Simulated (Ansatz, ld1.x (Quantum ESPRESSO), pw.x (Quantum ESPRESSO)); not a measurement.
**From atom to crystal: ultrasoft potential for Ni**

ld1.x (Quantum ESPRESSO) 7.5 input, shortened:

```
&input
   title='Ni', zed=28., rel=1, dft='PBE', iswitch=3,
   config='[Ar] 3d8 4s2 4p0'
 /
 &inputp
   pseudotype=3, tm=.true., lloc=-1, rcloc=2.55,
   nlcc=.true., new_core_ps=.true., rcore=1.70
 /
6
4S  1  0   2.00   0.00  1.80  2.05  0.0
4S  1  0   0.00   0.05  1.80  2.05  0.0
4P  2  1   0.00   0.00  2.30  2.85  0.0
4P  2  1   0.00   0.25  2.30  2.85  0.0
3D  3  2   8.00   0.00  1.20  1.50  0.0
3D  3  2   0.00   0.55  1.20  1.50  0.0
 &test
   configts(1)='3d8 4s2 4p0'
 /
```

Atomic tests: cutoffs needed: 50 Ry and 80 Ry (the cutoffs (Ry, on a coarse ladder) from which the occupation-weighted sum of valence levels, in a spherical-Bessel basis at the reference potential, stays within 10 and 1 mRy of its value at 400 Ry); ghost test: no extra level below or beside the all-electron valence levels (s, p, d, f tested) (spherical-Bessel basis up to 400 Ry, 20 bohr box); configuration tests: 1 of 7 tests not solved or not reliable.

Crystal test: bcc Ni in pw.x 7.5, no spin, 16³ k-points, Fermi–Dirac smearing 0.01 Ry, cutoffs 100/800 Ry. The reference is all-electron LAPW (Ansatz 0.2.0) with the same functional, mesh and smearing; V0 and B0 come from Birch–Murnaghan fits to the pressures at five volumes. Errors are pseudo minus all-electron; Δ is the rms difference of the E(V) curves that follow from these fits, minima aligned, over ±6 % about the mean V0. Mesh and smearing are coarse, so the numbers serve the comparison and aren't converged zero-temperature values; the lattice is a test structure that the element need not adopt. Spin polarisation and strong correlation are left out, which matters for this element.

```
V (Å³/atom)  P all-electron (GPa)  P pseudo (GPa)
     10.434                 10.64           12.88
     10.708                  4.67            6.50
     10.983                 -0.48            0.98
     11.258                 -4.92           -3.73
     11.532                 -8.74           -7.76
```

All-electron: a0 = 2.798 Å (V0 = 10.96 Å³/atom), B0 = 193.3 GPa.

Pseudopotential: mean pressure error (GPa): +1.54; a0 (Å): 2.805; a0 error (%): +0.25; B0 error (%): +2.6; Δ (meV/atom): 3.6. The largest radius (2.85 bohr) exceeds half the bond length (2.29 bohr), so the spheres overlap, which is one possible source of error among others. Atomic configuration tests: 1 of 7 tests not solved or not reliable.

Task: At the middle volume, how do free energy and pressure move when the wave cutoff is lowered (ecutrho held at 800 Ry)?

Result:

```
cutoff (Ry)  shift of F (meV/atom)  shift of P (GPa)
         45                 +153.2             -5.50
         60                  +76.7             -3.46
         80                   +3.7             +0.10
```

The run at the middle volume (145 k-points, 9 iterations) took about 32 s on one core of a shared host (Neoverse-V1, 32 threads, 247 GiB, load 10).
